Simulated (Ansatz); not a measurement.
# HfO2 (P2_1/c): the host for defect calculations

Aim: the runs on the perfect crystal HfO2 (P2_1/c) that a defect calculation needs first.

Calculated with Ansatz 0.2.0; plane-wave PAW DFT, r2SCAN; relaxation of the host's cell and atoms; PAW set soft_1, in the first sound run; inputs show where later runs differ.

### 1. The starting structure

The structure is monoclinic, space group P2_1/c (No. 14). Conventional cell: a = 5.094 Å, b = 5.151 Å, c = 5.276 Å, α = 90.00°, β = 99.56°, γ = 90.00°. Hf has 7 O at 2.03 to 2.24 Å nearest. Nearest to O lie 4 Hf at 2.13 to 2.24 Å. Nearest to O lie 3 Hf at 2.03 to 2.13 Å. Farther neighbours and most contacts between anions are not listed.

### 2. Host cell relaxation

Lattice and positions are set free, within the symmetry that the program keeps.

cell/input.yaml

```yaml
crystal:
  lattice:
    - [5.094175, 0.0, 0.0]
    - [0.0, 5.1506447, 0.0]
    - [-0.876169, 0.0, 5.2029535]
  atoms:
    - { symbol: Hf, position: [0.27613578, 0.45806468, 0.70790733] }
    - { symbol: Hf, position: [0.72386422, 0.95806468, 0.79209267] }
    - { symbol: Hf, position: [0.72386422, 0.54193532, 0.29209267] }
    - { symbol: Hf, position: [0.27613578, 0.04193532, 0.20790733] }
    - { symbol: O, position: [0.44799782, 0.74252595, 0.97857799] }
    - { symbol: O, position: [0.55200218, 0.24252595, 0.52142201] }
    - { symbol: O, position: [0.55200218, 0.25747405, 0.02142201] }
    - { symbol: O, position: [0.44799782, 0.75747405, 0.47857799] }
    - { symbol: O, position: [0.06836078, 0.33075888, 0.34625278] }
    - { symbol: O, position: [0.93163922, 0.83075888, 0.15374722] }
    - { symbol: O, position: [0.93163922, 0.66924112, 0.65374722] }
    - { symbol: O, position: [0.06836078, 0.16924112, 0.84625278] }
basis:
  ecutwfc: 500
  xc_grid: 2
hamiltonian:
  xc: r2scan
  pseudopotentials: { kind: paw, azcp: { folder: soft_1 } }
kpoints:
  mp_grid: { grid: [6, 6, 6] }
scf:
  occupations: { method: fixed }
  max_iter: 100
relax:
  f_tol: 0.005
  max_steps: 60
  cell: {}
output:
  forces: true
  stress: true
checkpoint:
  write: "../cell.run"
  compress: false
  write_wavefunctions: false
  write_every: 100000
```

The run is started by

```sh
> ansatz run input.yaml --threads 32 --pin off --max-ram 131891MiB --backend cuda --events-out ev --progress --plain --runs-dir out
```

Numbers of over 12 decimals in the logs are rounded to 6 here.

The log of the run:

```text
[... repeated set-up lines and file paths are left out, and long positions are rounded to six places ...]
Engine: ansatz 0.2.0, aarch64-unknown-linux-gnu
Pseudopotentials: kind: paw
Pseudopotential: Hf, paw, valence charge 26, recommended cutoff 500 eV (meta_gga), soft_1/Hf.paw.azcp
Pseudopotential: O, paw, valence charge 6, recommended cutoff 500 eV (meta_gga), soft_1/O.paw.azcp
Functional definition: r2SCAN
  parameter k0 = 0.174
  parameter k1 = 0.065
  parameter a1 = 4.9479
  exchange = r2scan_x(k0 = k0, k1 = k1, a1 = a1)
  correlation = r2scan_c
[...]
Crystal: 12 atoms, lattice volume = 136.517 Å³
Basis set: ecut = 500 eV, 3489 PW (Γ), exchange–correlation on 80×80×80 points (8 copies of the dense FFT grid, shifted against one another)
Bands: 92, of which v1, the nominal top of the filled ones, is band 76 counted from 1 (75 counted from 0)
Symmetry: 4 space group operations
Space group: P21/c (ITA 14), of the structure as read, at distance tolerance 5.1e-5 Å
k-points: 80 of 216
Non-local potential: Hf, projectors of the file, l = 0: 3, l = 1: 2, l = 2: 2, l = 3: 3
Non-local potential: O, projectors of the file, l = 0: 2, l = 1: 2, l = 2: 1
PAW form: soft (Blöchl's): semilocal exchange-correlation on the pseudo side does not see the compensation charge
PAW frozen core: Hf, regenerated for the run's functional (the file was generated under x = pbe(κ = 0.804, μ = 0.219515), c = pbe(β = 0.066725))
PAW frozen core: O, regenerated for the run's functional (the file was generated under x = pbe(κ = 0.804, μ = 0.219515), c = pbe(β = 0.066725))
PAW one-centre angular grid: Hf, 974 points (default); XC on 224 Gauss nodes
PAW one-centre angular grid: O, 302 points (default); XC on 160 Gauss nodes
Initial density: superposition of atomic densities (chi_scale 0.1, normalization cell, long waves kept (reshape's long-wave potential 0.02 eV rms))
Initial wavefunctions: pseudopotential atomic-orbital guess
[...]
Functional: x = r2scan, c = r2scan; τ floored in thin density (d = 2e-4 eV/Å³)
SCF iter   1: F=—  HF=-67509.811983 eV  |Δ(HF+E_count)|=         —  Δρ=8.95e-2  dr2=8.56e0  dr2_τ=6.82e-1  Hψ=20890
preconditioner: auto → Resta (q_TF=auto, 2.778 Å⁻¹)  ε∞=4.5  [insulator: Δε(μ)=3.808 eV  Ē_g=20.262 eV  n_scr=48 (ndim 8)  ℏωp=38.1 eV  f_vac=0.007  ε∞_Penn≈4.5]
SCF iter   2: F=—  HF=-67508.844637 eV  |Δ(HF+E_count)|=   9.67e-1  Δρ=4.52e-2  dr2=2.42e0  dr2_τ=1.63e-1  Hψ=14689
[...]
SCF iter  11: F=-67508.610041 eV  HF=-67508.610041 eV  |Δ(HF+E_count)|=   6.67e-8  Δρ=3.16e-6  dr2=9.65e-9  dr2_τ=1.59e-9  Hψ=25924
SCF 1 converged in 11 iterations: F = -67508.610041 eV  dr2 = 9.65e-9
  greatest PAW one-centre occupation: 0.999 electrons in one spin orbital (limit 2), on the Hf atom at site 1 (counted from 0), in its partial waves of l = 3
relax step   1: F+E_penalty+E_count = -67508.61004110 eV  Δ(F+E_penalty+E_count) = +0.000e0 eV  max|allowed force component| = 8.328e-2 eV/Å  Δτ_max = 0.0000 Å  P = +3.856 GPa  Ω = 136.517 Å³  (11 SCF iters, dr2 threshold 1.00e-7 eV, accepted)
[... the SCF cycles and remarks between the steps are left out from here to the last step ...]
relax step   2: F+E_penalty+E_count = -67508.63164200 eV  Δ(F+E_penalty+E_count) = -2.160e-2 eV  max|allowed force component| = 2.830e-2 eV/Å  Δτ_max = 0.0036 Å  P = -0.763 GPa  Ω = 138.987 Å³  energy of the carried Pulay correction = -1.564e-3 eV  (7 SCF iters, dr2 threshold 1.20e-6 eV, accepted)
relax step   3: F+E_penalty+E_count = -67508.63301022 eV  Δ(F+E_penalty+E_count) = -1.368e-3 eV  max|allowed force component| = 2.207e-2 eV/Å  Δτ_max = 0.0031 Å  P = -0.063 GPa  Ω = 138.565 Å³  energy of the carried Pulay correction = -1.299e-3 eV  (5 SCF iters, dr2 threshold 1.20e-6 eV, accepted)
relax step   4: F+E_penalty+E_count = -67508.63325558 eV  Δ(F+E_penalty+E_count) = -2.454e-4 eV  max|allowed force component| = 7.352e-3 eV/Å  Δτ_max = 0.0014 Å  P = +0.052 GPa  Ω = 138.513 Å³  energy of the carried Pulay correction = -1.267e-3 eV  (5 SCF iters, dr2 threshold 1.24e-7 eV, accepted)
relax step   5: F+E_penalty+E_count = -67508.63340378 eV  Δ(F+E_penalty+E_count) = -1.482e-4 eV  max|allowed force component| = 6.172e-3 eV/Å  Δτ_max = 0.0054 Å  P = +0.030 GPa  Ω = 138.496 Å³  energy of the carried Pulay correction = -1.256e-3 eV  (6 SCF iters, dr2 threshold 2.52e-8 eV, accepted)
relax step   6: F+E_penalty+E_count = -67508.63358462 eV  Δ(F+E_penalty+E_count) = -1.808e-4 eV  max|allowed force component| = 1.846e-3 eV/Å  Δτ_max = 0.0097 Å  P = -0.003 GPa  Ω = 138.457 Å³  energy of the carried Pulay correction = -1.231e-3 eV  (7 SCF iters, dr2 threshold 8.54e-9 eV, accepted)
[...]
iter 1 solved again at ethr=2.71e-8 eV; its pass at ethr=3.10e-3 eV (dr2=4.12e-5 eV) is discarded
SCF iter   1: F=—  HF=-67508.634137 eV  |Δ(HF+E_count)|=         —  Δρ=6.46e-5  dr2=3.37e-7  dr2_τ=1.10e-6  Hψ=46508
[...]
SCF iter   2: F=—  HF=-67508.634750 eV  |Δ(HF+E_count)|=   6.13e-4  Δρ=3.33e-5  dr2=9.86e-8  dr2_τ=4.67e-7  Hψ=12273
SCF iter   3: F=—  HF=-67508.634752 eV  |Δ(HF+E_count)|=   1.89e-6  Δρ=5.43e-6  dr2=7.82e-9  dr2_τ=8.91e-9  Hψ=11358
SCF iter   4: F=—  HF=-67508.634752 eV  |Δ(HF+E_count)|=   2.29e-8  Δρ=1.00e-6  dr2=9.02e-10  dr2_τ=2.58e-10  Hψ=12638
SCF iter   5: F=—  HF=-67508.634752 eV  |Δ(HF+E_count)|=  3.35e-10  Δρ=4.41e-7  dr2=1.49e-10  dr2_τ=6.62e-11  Hψ=13587
SCF iter   6: F=-67508.634752 eV  HF=-67508.634752 eV  |Δ(HF+E_count)|=  2.47e-10  Δρ=2.38e-7  dr2=6.05e-11  dr2_τ=7.27e-12  Hψ=33236
SCF 7 converged in 6 iterations: F = -67508.634752 eV  dr2 = 6.05e-11
relax step   7: F+E_penalty+E_count = -67508.63475212 eV  Δ(F+E_penalty+E_count) = -1.167e-3 eV  max|allowed force component| = 1.858e-3 eV/Å  Δτ_max = 0.0000 Å  P = -0.010 GPa  Ω = 138.457 Å³  stress off target by 2.40e-2 GPa  SCF on the basis re-selected at this cell (its energy is not comparable with the rows above)  (6 SCF iters)
basis re-selected at this cell: Δ(F+E_penalty+E_count) = -1.167e-3 eV, ΔP = -0.008 GPa vs the last step (what re-selecting the basis moved, of the pressure what is left beyond the Pulay correction that the steps carried, after the strain that the cell walked [...]
SCF converged after 6 iterations
Free energy (F): -67508.634752 eV
Harris-Foulkes:  -67508.634752 eV  (|F-HF|=1.46e-11)
Internal energy: -67508.634752 eV  (E = F + TS)
E sigma→0 (E₀):  -67508.634752 eV
Fermi energy:    12.593726 eV
--- Per-component energies (eV) ---
  E_band       = -281.798795
  E_kinetic    = 2982.557633
  E_local      = -29581.005669  (includes V_loc(G=0)·N_el)
  E_nonlocal   = 659.181996
  E_hartree    = 14063.594500
  E_xc         = -1578.985213
  E_vxc        = -1943.338305  (∫ρ·V_xc dr)
  E_paw        = -32213.066501  (= ΣΔE_a)
  E_vpaw       = -633.930830  (= ΣTr[D̂ρ^β])
  E_aug_tail   = 0.002523  (compensation charges beyond the density's cutoff)
  E_vtau       = 107.544835  (kinetic-family band-sum trace: ∫τ·v_τ [+ j·A + Jᵃ·Aᵃ] dr)
  E_ewald      = -21841.944708
  E_core_change = 1.030687  (= ΣΔE_core)
  E_smearing   = -0.000000  (= −TS)
  E_closure    = -0.000000  (closes the sum)
  Σ components = -67508.634752   (vs F -67508.634752, Δ=0.00e0)
--- Forces (eV/Å), atoms counted from 1 ---
  atom   1  Hf     0.00116126    -0.00064628     0.00007925
  atom   2  Hf    -0.00116126    -0.00064628    -0.00007925
  atom   3  Hf    -0.00116126     0.00064628    -0.00007925
  atom   4  Hf     0.00116126     0.00064628     0.00007925
  atom   5  O      0.00005396    -0.00060932    -0.00029508
  atom   6  O     -0.00005396    -0.00060932     0.00029508
  [... 6 more lines of this table ...]
  max |Σ_I F_I| component: 4.34e-19 eV/Å
--- Stress (GPa, compression-positive) ---
       -0.018105       0.000000      -0.008184
        0.000000      -0.000043       0.000000
       -0.008172       0.000000      -0.012551
  P = ⅓ Tr σ = -0.0102 GPa (-0.102 kbar)
--- Band table (eV; the first three rows and the last of 80) ---
  k-point 0: bands = ["-49.3751", "-49.3545", "-49.3513", "-49.3505", "-17.7686", "-17.7371", "-17.7138", "-17.5115", "-17.4375", [... rest cut ...]
  k-point 1: bands = ["-49.3737", "-49.3555", "-49.3513", "-49.3509", "-17.7500", "-17.7080", "-17.6994", "-17.5303", "-17.4590", [... rest cut ...]
--- Relaxed structure (6 steps of the walk, 6 accepted, 1 SCFs on fresh bases) ---
  F+E_penalty+E_count = -67508.63475212 eV   max|allowed force component| = 1.858e-3 eV/Å   (the final SCF, on the basis selected at the relaxed cell)
  cell:  # Å, volume = 138.4568 Å³
    - [5.114725, 0.0, 0.00439096]
    - [0.0, 5.181314, 0.0]
    - [-0.875219, 0.0, 5.223838]
  atoms:
    - { symbol: Hf, position: [0.276177, 0.458173, 0.708261] }
    - { symbol: Hf, position: [0.723823, 0.958173, 0.791739] }
    - { symbol: Hf, position: [0.723823, 0.541827, 0.291739] }
    - { symbol: Hf, position: [0.276177, 0.041827, 0.208261] }
    - { symbol: O, position: [0.447997, 0.742372, 0.978422] }
    - { symbol: O, position: [0.552003, 0.242372, 0.521578] }
  [... 6 more lines of this table ...]
```

It took 6.6 s on 1 × NVIDIA GB200 with 32 threads of Arm Neoverse V2, shared host; peak memory 1.1 GiB; 30 s of CPU time.

Relaxation path:

| step | energy less that of the first step (eV) | largest force component (eV/Å) | pressure (GPa) | volume (Å³) |
| --- | --- | --- | --- | --- |
| 1 | 0.0000 | 0.0833 | 3.86 | 136.52 |
| 2 | -0.0216 | 0.0283 | -0.76 | 138.99 |
| 3 | -0.0230 | 0.0221 | -0.06 | 138.56 |
| 4 | -0.0232 | 0.0074 | 0.05 | 138.51 |
| 5 | -0.0234 | 0.0062 | 0.03 | 138.50 |
| 6 | -0.0235 | 0.0018 | 0.00 | 138.46 |
| 7* | -0.0247 | 0.0019 | -0.01 | 138.46 |

Relaxation steps marked * repeat the geometry before them on a plane-wave basis chosen anew for their cell, so energy and pressure can jump there.

Forces are held to the 4 operations that the run works with; a distortion that breaks them can't arise in this run.

| cell as run | before | after | change |
| --- | --- | --- | --- |
| a (Å) | 5.094 | 5.115 | +0.4 % |
| b (Å) | 5.151 | 5.181 | +0.6 % |
| c (Å) | 5.276 | 5.297 | +0.4 % |
| β (°) | 99.56 | 99.46 | -0.1 % |
| volume (Å³/atom) | 11.38 | 11.54 | +1.4 % |

The atoms that moved most (Å, as changes of fractional coordinates times the final cell):

| atom | dx | dy | dz | length |
| --- | --- | --- | --- | --- |
| O9 | 0.010 | 0.014 | -0.010 | 0.020 |
| O10 | -0.010 | 0.014 | 0.010 | 0.020 |
| O12 | 0.010 | -0.014 | -0.010 | 0.020 |
| O11 | -0.010 | -0.014 | 0.010 | 0.020 |

Numbers from this step:

```yaml
pressure: -0.01023 GPa
```

The relaxation ends with a largest force component of 0.0019 eV/Å and a pressure of -0.01 GPa.

### 3. Dielectric tensors of the host

The response to a uniform electric field gives the electronic dielectric tensor.

This step: plane-wave PAW DFPT, PBEsol; dielectric tensors, Born charges and zone-centre modes of the host; PAW set soft_1 (Ansatz 0.2.0).

eps/input.yaml

```yaml
crystal:
  lattice:
    - [5.1147252449, 0.0, 0.0043909604]
    - [0.0, 5.1813143374, 0.0]
    - [-0.8752188019, 0.0, 5.2238375711]
  atoms:
    - { symbol: Hf, position: [0.2761773384, 0.4581728403, 0.7082614185] }
    - { symbol: Hf, position: [0.7238226616, 0.9581728403, 0.7917385815] }
    - { symbol: Hf, position: [0.7238226616, 0.5418271597, 0.2917385815] }
    - { symbol: Hf, position: [0.2761773384, 0.0418271597, 0.2082614185] }
    - { symbol: O, position: [0.4479969725, 0.7423715742, 0.9784219222] }
    - { symbol: O, position: [0.5520030275, 0.2423715742, 0.5215780778] }
    - { symbol: O, position: [0.5520030275, 0.2576284258, 0.0215780778] }
    - { symbol: O, position: [0.4479969725, 0.7576284258, 0.4784219222] }
    - { symbol: O, position: [0.0699426689, 0.3334753591, 0.3442632163] }
    - { symbol: O, position: [0.9300573311, 0.8334753591, 0.1557367837] }
    - { symbol: O, position: [0.9300573311, 0.6665246409, 0.6557367837] }
    - { symbol: O, position: [0.0699426689, 0.1665246409, 0.8442632163] }
basis:
  ecutwfc: 420
hamiltonian:
  xc: pbesol
  pseudopotentials: { kind: paw, azcp: { folder: soft_1 }, xc_functional: pbe }
kpoints:
  mp_grid: { grid: [5, 5, 5] }
scf:
  occupations: { method: fixed }
  max_iter: 100
phonons:
  method: dfpt
  dielectric: true
  rigid_motions: translations
```

The log of the run:

```text
[...]
Crystal: 12 atoms, lattice volume = 138.457 Å³
Basis set: ecut = 420 eV, 2703 PW (Γ), exchange–correlation on 72×72×72 points (8 copies of the dense FFT grid, shifted against one another)
Bands: 92, of which v1, the nominal top of the filled ones, is band 76 counted from 1 (75 counted from 0)
Symmetry: 4 space group operations
k-points: 63 of 125 (irreducible under 1 space group operation, time reversal used)
[...]
SCF iter   1: F=—  HF=-66907.247310 eV  |Δ(HF+E_count)|=         —  Δρ=9.31e-2  dr2=9.73e0  Hψ=16602
[...]
SCF iter   2: F=—  HF=-66905.007605 eV  |Δ(HF+E_count)|=    2.24e0  Δρ=4.13e-2  dr2=2.20e0  Hψ=11534
[...]
SCF iter  14: F=-66904.251193 eV  HF=-66904.251193 eV  |Δ(HF+E_count)|=  2.91e-11  Δρ=1.45e-7  dr2=2.06e-11  Hψ=42076
SCF 1 converged in 14 iterations: F = -66904.251193 eV  dr2 = 2.06e-11
[...]
the response reads at least the filled bands of the reference SCF and the lowest empty band at each k-point, and that SCF's band table does not vouch for those bands. The notice of the band table in this run's record says why
[...]
NSCF: frozen V_eff on 1 k-points
[...]
concurrent solve slots: 20 of 32 are kept, ahead of what memory takes: no pass of the eigensolver takes more rounds on 20
[...]
DFPT response loops at q = (0, 0, 0) (fractional): preconditioner auto → Resta (q_TF=auto, 2.771 Å⁻¹)  ε∞=3.9 (no band partly filled); β = 1.00, the filter's whole step (`scf.mixing.beta` (0.50) is not read by the response loops at its default; [...]
[...]
DFPT response loops at Γ: preconditioner auto → Resta (q_TF=auto, 2.771 Å⁻¹)  ε∞=3.9 (no band partly filled); β = 1.00, the filter's whole step (`scf.mixing.beta` (0.50) is not read by the response loops at its default; [...]
[...]
SCF 1 converged in 5 iterations: F = -66903.964366 eV  dr2 = 8.75e-8
[...]
SCF converged after 14 iterations
[...]
241.54      1             0.7977
        247.25      1             0.0000
        247.29      1            18.1994
        303.83      1            65.5842
        313.95      1             0.0000
        321.50      1            26.9193
        322.73      1             0.0000
        331.45      1            32.6768
        367.87      1             0.0000
        377.18      1            40.1051
        381.26      1             0.0000
        395.31      1            31.4854
        476.12      1             0.0000
        485.94      1            13.4648
        494.03      1            20.3908
        496.58      1             0.0000
        529.34      1             0.0000
        551.73      1             0.0000
        584.09      1            13.1376
        610.53      1             0.0000
        633.71      1             0.0428
        645.60      1             0.0000
        711.45      1            15.2501
        750.17      1             0.0000
  optical modes at Γ + LO–TO along q̂ = [1.0000, 0.0000, 0.0000]:
      ω (cm⁻¹)  modes    IR ((D/Å)²/amu)
        113.00      1             0.0000
        124.94      1             0.0000
        126.26      1             0.0725
        126.81      1             0.0000
        142.63      1             0.0000
        160.35      1             0.0000
        176.68      1             1.1864
        235.06      1             0.0000
        238.35      1             2.8120
        242.34      1             3.0668
        247.25      1             0.0000
        247.29      1            18.1994
        313.95      1             0.0000
        321.49      1            26.2678
        322.73      1             0.0000
        331.45      1            32.6768
[...]
optical modes at Γ + LO–TO along q̂ = [0.0000, 1.0000, 0.0000]:
      ω (cm⁻¹)  modes    IR ((D/Å)²/amu)
[...]
optical modes at Γ + LO–TO along q̂ = [0.0000, 0.0000, 1.0000]:
      ω (cm⁻¹)  modes    IR ((D/Å)²/amu)
[...]
485.94      1            13.4648
        487.28      1            19.8982
        496.58      1             0.0000
        529.34      1             0.0000
        551.73      1             0.0000
        584.09      1            13.1376
        610.53      1             0.0000
        626.61      1            77.2964
        633.71      1             0.0428
        645.60      1             0.0000
        713.69      1            17.6748
        750.17      1             0.0000
```

The job ended after 18 s (1 × NVIDIA GB200 with 32 threads; peak memory 4.4 GiB).

The column dr2 measures how far the density is from self-consistency, as an energy; F and HF (Harris–Foulkes) agree once it is small.

Electronic dielectric tensor:

```
5.04 0.00 0.14
0.00 5.06 0.00
0.14 0.00 4.74
```

Static dielectric tensor:

```
21.35  0.00  1.58
 0.00 19.46  0.00
 1.58  0.00 15.71
```

The principal values of the electronic dielectric tensor are 4.68, 5.06 and 5.09. The principal values of the static dielectric tensor are 15.30, 19.46 and 21.76.

(Part 1 of 2 ends here.)

[Logs are printed without paths, hosts, clocks, repeated set-up lines and the standing remarks that a program may print on its own settings, such as how far it seeks lower states.]

[Hosts, paths, dates, database ids (printed as entryN), source tags and the programs' standing remarks are cut or masked in the printed files.]

[Runs of the host that timed out are not shown.]

[For some hosts the program warned that the k-mesh of the response run may be too coarse for force constants and the static dielectric constant; such warnings are not always shown.]
